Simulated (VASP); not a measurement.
# SrCl2 (Fm-3m) in VASP: further runs

One crystal, SrCl2, is run at these levels: r2SCAN, r2SCAN+rVV10; tasks: relaxation of cell and atoms.

Everything below comes from runs of VASP 6.6.1. Logs are shortened: lines on timing, memory, paths and dates and some standing lists are left out, and cuts for length are marked.

**1. The structure**

The structure is cubic, space group Fm-3m (No. 225). The conventional cell has a = 6.999 Å, b = 6.999 Å, c = 6.999 Å, α = 90.00°, β = 90.00°, γ = 90.00°. Sr (site symmetry m-3m) is surrounded by 8 Cl at 3.03 Å. Cl (site symmetry -43m) has 4 Sr at 3.03 Å as nearest neighbours.

The cell is a database's computed one.

**2. Relaxation of cell and atoms, r2SCAN**

The input, INCAR:

```
ALGO     = Normal         # electronic algorithm
EDIFF    = 1E-7           # SCF threshold, eV
EDIFFG   = -0.005         # ionic threshold
ENCUT    = 600            # plane-wave cutoff, eV
IBRION   = 2              # ionic algorithm
ISIF     = 3              # what is computed and relaxed
ISMEAR   = 0              # smearing method
LASPH    = T              # aspherical terms in the spheres
LCHARG   = F              # write CHGCAR
LMIXTAU  = T            
LREAL    = F              # projectors in reciprocal space
LWAVE    = F              # write WAVECAR
METAGGA  = R2SCAN         # meta-GGA
NELM     = 60             # most SCF steps
NSW      = 90             # ionic steps
PREC     = Accurate       # precision mode
SIGMA    = 0.02           # smearing width, eV
```

The input, KPOINTS:

```
k-points
0
Gamma
  6 6 6
```

The input, POSCAR:

```
SrCl2
1.0
    0.0000000000      3.4997473200      3.4997473200
    3.4997473200      0.0000000000      3.4997473200
    3.4997473200      3.4997473200      0.0000000000
Sr Cl
1 2
Direct
    0.0000000000      0.0000000000      0.0000000000
    0.7500000000      0.7500000000      0.7500000000
    0.2500000000      0.2500000000      0.2500000000
```

Potentials or basis: VASP PAW PBE potentials, release 64 (Sr_sv, Cl).

Command:

```bash
> cat potpaw_PBE.64/Sr_sv/POTCAR potpaw_PBE.64/Cl/POTCAR > POTCAR
> mpirun -np 1 vasp_std > vasp.out
```

OUTCAR:

```text
EDIFF = 1E-7
   EDIFFG = -0.005
   ENCUT = 600
   IBRION = 2
   ISIF = 3
   ISMEAR = 0
   LASPH = T
   LREAL = F
   METAGGA = R2SCAN
   NELM = 60
   NSW = 90
   PREC = Accurate

 ion  position               nearest neighbor table
   1  0.000  0.000  0.000-   2 3.03   2 3.03   2 3.03   3 3.03   3 3.03   3 3.03   3 3.03   2 3.03

   2  0.750  0.750  0.750-   1 3.03   1 3.03   1 3.03   1 3.03
   3  0.250  0.250  0.250-   1 3.03   1 3.03   1 3.03   1 3.03

  LATTYP: Found a face centered cubic cell.
 ALAT       =     6.9994946400

  Lattice vectors:

 A1 = (   0.0000000000,   3.4997473200,   3.4997473200)
 A2 = (   3.4997473200,   0.0000000000,   3.4997473200)
 A3 = (   3.4997473200,   3.4997473200,   0.0000000000)

Analysis of symmetry for initial positions (statically):
=====================================================================
 Subroutine PRICEL returns:
 Original cell was already a primitive cell.

 Routine SETGRP: Setting up the symmetry group for a
 face centered cubic supercell.

 Subroutine GETGRP returns: Found 48 space group operations
 (whereof 48 operations were pure point group operations)
 out of a pool of 48 trial point group operations.

The static configuration has the point symmetry O_h .

Analysis of symmetry for dynamics (positions and initial velocities):
=====================================================================
 Subroutine PRICEL returns:
 Original cell was already a primitive cell.

 Routine SETGRP: Setting up the symmetry group for a
 face centered cubic supercell.

 Subroutine GETGRP returns: Found 48 space group operations
 (whereof 48 operations were pure point group operations)
 out of a pool of 48 trial point group operations.

The dynamic configuration has the point symmetry O_h .

 Subroutine INISYM returns: Found 48 space group operations
 (whereof 48 operations are pure point group operations),
 and found     1 'primitive' translations

----------------------------------------------------------------------------------------

                                     Primitive cell

  volume of cell :      85.7314

  direct lattice vectors                    reciprocal lattice vectors
     0.000000000  3.499747320  3.499747320    -0.142867457  0.142867457  0.142867457
     3.499747320  0.000000000  3.499747320     0.142867457 -0.142867457  0.142867457
     3.499747320  3.499747320  0.000000000     0.142867457  0.142867457 -0.142867457

  length of vectors
     4.949390125  4.949390125  4.949390125     0.247453694  0.247453694  0.247453694

  position of ions in fractional coordinates (direct lattice)
     0.000000000  0.000000000  0.000000000
     0.750000000  0.750000000  0.750000000
     0.250000000  0.250000000  0.250000000

  ion indices of the primitive-cell ions
   primitive index   ion index
                 1           1
                 2           2
                 3           3

----------------------------------------------------------------------------------------

 KPOINTS: k-points

Automatic generation of k-mesh.
 Grid dimensions read from file:
 generate k-points for:    6    6    6

 Generating k-lattice:

  Cartesian coordinates                     Fractional coordinates (reciprocal lattice)
    -0.023811243  0.023811243  0.023811243     0.166666667  0.000000000  0.000000000
     0.023811243 -0.023811243  0.023811243     0.000000000  0.166666667  0.000000000
     0.023811243  0.023811243 -0.023811243     0.000000000  0.000000000  0.166666667

  Length of vectors
     0.041242282  0.041242282  0.041242282

  Shift w.r.t. Gamma in fractional coordinates (k-lattice)
     0.000000000  0.000000000  0.000000000

 Subroutine IBZKPT returns following result:
 ===========================================

 Found     16 irreducible k-points:

 Following reciprocal coordinates:
            Coordinates               Weight
  0.000000  0.000000  0.000000      1.000000
  0.166667  0.000000  0.000000      8.000000
  0.333333  0.000000  0.000000      8.000000
  0.500000  0.000000  0.000000      4.000000
  0.166667  0.166667  0.000000      6.000000
  0.333333  0.166667  0.000000     24.000000
[... 8 lines left out ...]
 -0.333333  0.333333  0.166667     24.000000
 -0.333333  0.500000  0.166667     12.000000
   k-points           NKPTS =     16   k-points in BZ     NKDIM =     16   number of bands    NBANDS=     16
   number of dos      NEDOS =    301   number of ions     NIONS =      3
   total plane-waves  NPLWV =  64000
   dimension x,y,z NGX =    40 NGY =   40 NGZ =   40
   dimension x,y,z NGXF=    80 NGYF=   80 NGZF=   80
   ions per type =               1   2
   NGX,Y,Z   is equivalent  to a cutoff of  13.44, 13.44, 13.44 a.u.
   NGXF,Y,Z  is equivalent  to a cutoff of  26.87, 26.87, 26.87 a.u.
 SYSTEM =  unknown system
   PREC   = accura    normal or accurate (medium, high low for compatibility)
   ISTART =      0    job   : 0-new  1-cont  2-samecut
   ICHARG =      2    charge: 1-file 2-atom 10-const
   ISPIN  =      1    spin polarized calculation?
   LNONCOLLINEAR =      F non collinear calculations
   LSORBIT =      F    spin-orbit coupling
   LASPH  =      T    aspherical Exc in radial PAW
   ENCUT  =  600.0 eV  44.10 Ry    6.64 a.u.   9.89  9.89  9.89*2*pi/ulx,y,z
   NELM   =     60;   NELMIN=  2; NELMDL= -5     # of ELM steps
   EDIFF  = 0.1E-06   stopping-criterion for ELM
   LREAL  =      F    real-space projection
   EDIFFG = -.5E-02   stopping-criterion for IOM
   NSW    =     90    number of steps for IOM
   IBRION =      2    ionic relax: 0-MD 1-quasi-New 2-CG
   NFREE  =      1    steps in history (QN), initial steepest desc. (CG)
   ISIF   =      3    stress and relaxation
   ISYM   =      2    0-nonsym 1-usesym 2-fastsym
   POTIM  = 0.5000    time-step for ionic-motion
   TEBEG  =    0.0;   TEEND  =   0.0 temperature during run
   PSTRESS=    0.0 pullay stress
   NELECT =      24.0000    total number of electrons
   NUPDOWN=      -1.0000    fix difference up-down
   EMIN   =  10.00;   EMAX   =-10.00  energy-range for DOS
   EFERMI =   0.00;   METHOD = LEGACY
   ISMEAR =     0;   SIGMA  =   0.02  broadening in eV -4-tet -1-fermi 0-gaus
   EFERMI_NEDOS =   21; number of points for ismear=-14 and -15
   IALGO  =     38    algorithm
   IMIX   =      4    mixing-type and parameters
     AMIX     =   0.40;   BMIX     =  1.00
     AMIX_MAG =   1.60;   BMIX_MAG =  1.00
  volume/ion in A,a.u.               =      28.58       192.85
  Fermi-wavevector in a.u.,A,eV,Ry     =   1.070940  2.023784 15.604698  1.146913
  Thomas-Fermi vector in A             =   2.206666
   LORBIT       =      0    0 simple, 1 ext, 2 COOP (PROOUT), +10 PAW based schemes
   METAGGA = R2SCAN    functional components
   LHFCALC =     F    Hartree Fock is set to
   AEXX    =    0.0000 exact exchange contribution
   IVDW    =     0    specifies the selected vdW correction
   LEPSILON=     F    determine dielectric tensor
   LRPA    =     F    only Hartree local field effects (RPA)
 conjugate gradient relaxation of ions
 non-spin polarized calculation
 Gauss-broadening in eV      SIGMA  =   0.02
  energy-cutoff  :      600.00
  volume of cell :       85.73
 maximum number of plane-waves:      2884
   NGX = 19   NGY = 19   NGZ = 19

 number of electron      24.0000002 magnetization

 Free energy of the ion-electron system (eV)
  ---------------------------------------------------
  ext. energy  EPLUGINS =         0.00000000
  ---------------------------------------------------
  free energy    TOTEN  =       -35.69898130 eV

  energy without entropy =      -35.69898130  energy(sigma->0) =      -35.69898130

 E-fermi :  -0.1255     XC(G=0):  -8.7224

 val. band max:       -0.2852911963   @ k =   0.5000   0.5000   0.0000
 cond. band min:       5.6451820578   @ k =   0.0000   0.0000   0.0000
 fundamental gap:      5.9304732540
 Fermi energy:        -0.1254780145

 k-point     1 :       0.0000    0.0000    0.0000
  band No.  band energies     occupation
      1     -34.2676      2.00000
      2     -15.6334      2.00000
      3     -15.6334      2.00000
      4     -15.6334      2.00000
      5     -14.1413      2.00000
      6     -13.2866      2.00000
[... 8 lines left out ...]
     15       6.4069      0.00000
     16       9.3227      0.00000

 k-point     2 :       0.1667    0.0000    0.0000
  band No.  band energies     occupation
      1     -34.2668      2.00000
      2     -15.7253      2.00000
      3     -15.6367      2.00000
      4     -15.6367      2.00000
      5     -13.9872      2.00000
      6     -13.3435      2.00000
[... 8 lines left out ...]
     15       6.6055      0.00000
     16       8.3599      0.00000

 k-point     3 :       0.3333    0.0000    0.0000
  band No.  band energies     occupation
      1     -34.2653      2.00000
      2     -15.8683      2.00000
      3     -15.6432      2.00000
      4     -15.6432      2.00000
      5     -13.7710      2.00000
      6     -13.3972      2.00000
[... 8 lines left out ...]
     15       7.0539      0.00000
     16       8.4604      0.00000

 k-point     4 :       0.5000    0.0000    0.0000
  band No.  band energies     occupation
      1     -34.2645      2.00000
      2     -15.9266      2.00000
      3     -15.6465      2.00000
      4     -15.6465      2.00000
      5     -13.7404      2.00000
      6     -13.3554      2.00000
[... 8 lines left out ...]
     15       7.9317      0.00000
     16       7.9350      0.00000

 k-point     5 :       0.1667    0.1667    0.0000
  band No.  band energies     occupation
      1     -34.2666      2.00000
      2     -15.7480      2.00000
      3     -15.6412      2.00000
      4     -15.6412      2.00000
      5     -13.9312      2.00000
      6     -13.3668      2.00000
[... 8 lines left out ...]
     15       6.6661      0.00000
     16       8.6578      0.00000

 k-point     6 :       0.3333    0.1667    0.0000
  band No.  band energies     occupation
      1     -34.2653      2.00000
      2     -15.8514      2.00000
      3     -15.6641      2.00000
      4     -15.6483      2.00000
      5     -13.7154      2.00000
      6     -13.4410      2.00000
[... 8 lines left out ...]
     15       7.0966      0.00000
     16       8.4830      0.00000
[... 115 lines left out ...]
 k-point    13 :       0.5000    0.5000    0.0000
  band No.  band energies     occupation
      1     -34.2634      2.00000
      2     -15.9928      2.00000
      3     -15.6645      2.00000
      4     -15.6645      2.00000
      5     -13.5916      2.00000
      6     -13.3732      2.00000
[... 8 lines left out ...]
     15       7.9089      0.00000
     16       8.3940      0.00000

 k-point    14 :       0.5000    0.3333    0.1667
  band No.  band energies     occupation
      1     -34.2642      2.00000
      2     -15.8854      2.00000
      3     -15.7261      2.00000
      4     -15.6540      2.00000
      5     -13.5483      2.00000
      6     -13.4912      2.00000
[... 8 lines left out ...]
     15       7.6408      0.00000
     16       8.1498      0.00000

 k-point    15 :      -0.3333    0.3333    0.1667
  band No.  band energies     occupation
      1     -34.2637      2.00000
      2     -15.8630      2.00000
      3     -15.7946      2.00000
      4     -15.6583      2.00000
      5     -13.5359      2.00000
      6     -13.4429      2.00000
[... 8 lines left out ...]
     15       7.7365      0.00000
     16       7.8783      0.00000

 k-point    16 :      -0.3333    0.5000    0.1667
  band No.  band energies     occupation
      1     -34.2634      2.00000
      2     -15.9178      2.00000
      3     -15.7545      2.00000
      4     -15.6647      2.00000
      5     -13.5292      2.00000
      6     -13.4209      2.00000
[... 8 lines left out ...]
     15       7.5512      0.00000
     16       7.8306      0.00000

------------------------ aborting loop because EDIFF is reached ----------------------------------------

  FORCE on cell =-STRESS in cart. coord.  units (eV):
  Direction    XX          YY          ZZ          XY          YZ          ZX
  --------------------------------------------------------------------------------------
  -------------------------------------------------------------------------------------
  Total        0.0035180      0.0035180      0.0035180      0.0000000      0.0000000      0.0000000
  in kB        0.0657447      0.0657447      0.0657447      0.0000000      0.0000000      0.0000000
  external PRESSURE =       0.0657447 kB  Pullay stress =       0.0000000 kB

 VOLUME and BASIS-vectors are now :
 -----------------------------------------------------------------------------
  energy-cutoff  :      600.00
  volume of cell :       85.73
      direct lattice vectors                 reciprocal lattice vectors
     0.000000000  3.499747320  3.499747320    -0.142867457  0.142867457  0.142867457
     3.499747320  0.000000000  3.499747320     0.142867457 -0.142867457  0.142867457
     3.499747320  3.499747320  0.000000000     0.142867457  0.142867457 -0.142867457

 POSITION                                       TOTAL-FORCE (eV/Angst)
 -----------------------------------------------------------------------------------
      0.00000      0.00000      0.00000        -0.000000     -0.000000     -0.000000
      5.24962      5.24962      5.24962        -0.000000     -0.000000      0.000000
      1.74987      1.74987      1.74987         0.000000      0.000000     -0.000000
 -----------------------------------------------------------------------------------
    total drift:                               -0.000000     -0.000000      0.000000

  FREE ENERGIE OF THE ION-ELECTRON SYSTEM (eV)
  ---------------------------------------------------
  free  energy   TOTEN  =       -35.6989812975 eV

  energy  without entropy=      -35.6989812975  energy(sigma->0) =      -35.69898130

 reached required accuracy - stopping structural energy minimisation
```

Run time: 2.2 min. Hardware: 1 thread of Intel Xeon Platinum 8559C (Emerald Rapids), shared host; peak memory 0.27 GiB.

Results:

```yaml
Free_energy: -35.6990 eV
Pressure_after_relaxing: 0.0 GPa
Band_gap_on_the_k_mesh: 5.93 eV, indirect (least direct gap 6.00 eV)
```

Final structure:
```cif
data_structure
_symmetry_space_group_name_H-M 'P 1'
_symmetry_Int_Tables_number 1
_cell_length_a 4.9494
_cell_length_b 4.9494
_cell_length_c 4.9494
_cell_angle_alpha 60.000
_cell_angle_beta 60.000
_cell_angle_gamma 60.000
_cell_volume 85.73
loop_
_atom_site_label
_atom_site_type_symbol
_atom_site_fract_x
_atom_site_fract_y
_atom_site_fract_z
_atom_site_occupancy
Sr1 Sr 0.00000 0.00000 0.00000 1
Cl1 Cl 0.75000 0.75000 0.75000 1
Cl2 Cl 0.25000 0.25000 0.25000 1
```

Caveat: the relaxation stopped at its first step, so nothing moved; the PAW data sets were made with another functional, which shifts forces and pressure a little.

**3. Relaxation of cell and atoms, r2SCAN+rVV10**

INCAR, as its differences from that of step 2:

```diff
@@ -1,2 +1,4 @@
 ALGO     = Normal         # electronic algorithm
+BPARAM   = 11.95        
+CPARAM   = 0.0093       
 EDIFF    = 1E-7           # SCF threshold, eV
@@ -7,2 +9,3 @@
 ISMEAR   = 0              # smearing method
+IVDW_NL  = 2            
 LASPH    = T              # aspherical terms in the spheres
@@ -11,2 +14,3 @@
 LREAL    = F              # projectors in reciprocal space
+LUSE_VDW = T            
 LWAVE    = F              # write WAVECAR
```

KPOINTS is that of step 2.

POSCAR is that of step 2.

Potentials or basis: VASP PAW PBE potentials, release 64 (Sr_sv, Cl).

Command:

```bash
> cat potpaw_PBE.64/Sr_sv/POTCAR potpaw_PBE.64/Cl/POTCAR > POTCAR
> mpirun -np 1 vasp_std > vasp.out
```

Wall time 7.1 min (1 thread of Intel Xeon Platinum 8559C (Emerald Rapids), shared host); peak memory 0.5 GiB.

It converged, with:

| Property | Result |
| --- | --- |
| Free energy | -35.0428 eV |
| Relaxed volume | 28.10 Å³/atom |
| Relaxed cell | a = 4.922 Å, b = 4.922 Å, c = 4.922 Å, α = 60.00°, β = 60.00°, γ = 60.00° |
| Space group after relaxing (to 0.05 Å) | Fm-3m (No. 225) |
| Energy gained by relaxing | 1.0 meV/atom |
| Ionic steps | 2 |
| Pressure after relaxing | 0.0 GPa |
| Band gap on the k mesh | 5.85 eV, indirect (least direct gap 5.89 eV) |

The path:
```
step  energy change (eV)  largest force (eV/Å)  pressure (GPa)  volume (Å³)
   1              0.0000                0.0000           -0.65        85.73
   2             -0.0030                0.0000           -0.01        84.31
```

Final structure:
```
Sr Cl
1.0
     0.00000    3.48031    3.48031
     3.48031    0.00000    3.48031
     3.48031    3.48031    0.00000
Sr Cl
1 2
Cartesian
  3.4803 0.0000 3.4803
  5.2205 5.2205 5.2205
  1.7402 1.7402 1.7402
```

Levels at points of the mesh, in eV from the valence-band top:
```
           k point  band 8  band 9  band 10  band 11  band 12  band 13  band 14  band 15  band 16
(0.00, 0.00, 0.00)   -2.18   -2.18    -0.35    -0.35    -0.35     5.85     6.65     6.65     9.55
(0.50, 0.00, 0.00)   -1.61   -1.51    -1.37    -1.08    -1.08     7.26     7.26     8.05     8.27
(0.50, 0.50, 0.00)   -1.95   -1.95    -0.41    -0.41     0.00     5.89     7.79     8.21     8.72
```

Caveat: the PAW data sets were made with another functional, which shifts forces and pressure a little. r2SCAN opens gaps a little over a GGA but as a rule still falls short of measured ones.
